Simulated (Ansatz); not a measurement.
# CoO in Ansatz: the effect of functional

CoO:

```xyz
2
Lattice="-1.4772 1.4772 2.0642 1.4772 -1.4772 2.0642 1.4772 1.4772 -2.0642" Properties=species:S:1:pos:R:3 pbc="T T T"
Co    0.0000    0.0000    0.0000
O     0.0000    0.0000    2.0642
```

The cell isn't the ideal one: volume scaled by 0.94.

Alike in all runs:

| Item | Value |
| --- | --- |
| Program | Ansatz 0.2.0 |
| Task | single point |
| Potentials or basis | Ansatz PAW |
| k mesh | 12 × 12 × 12 |
| Occupations | fermi-dirac, width 0.05 eV |
| Spin | collinear spin, ferromagnetic start |
| Starting moments | [2.0, 0.0] μB |

| functional | cutoff | pressure (GPa) | moment (μB) |
| --- | --- | --- | --- |
| LDA | 420 eV (not typed: the program's choice for these potentials) | -10.5 | 2.51 |
| PBEsol | 420 eV (not typed: the program's choice for these potentials) | 0.8 | 2.73 |
| r2SCAN | 500 eV (not typed: the program's choice for these potentials) | ? | ? |

Problem. What does the run with functional r2SCAN give?

Solution. Pressure 14.4 GPa; moment 3.00 μB.

Caveats: a cell with one magnetic atom can't hold antiferromagnetic order, which such compounds often take; the PAW data sets come from PBE, with cores solved anew for the run's functional, which leaves a small shift of forces and pressure; the magnetic or orbital state may not be the lowest (some runs).

Runs at the PBE level aren't shown here.
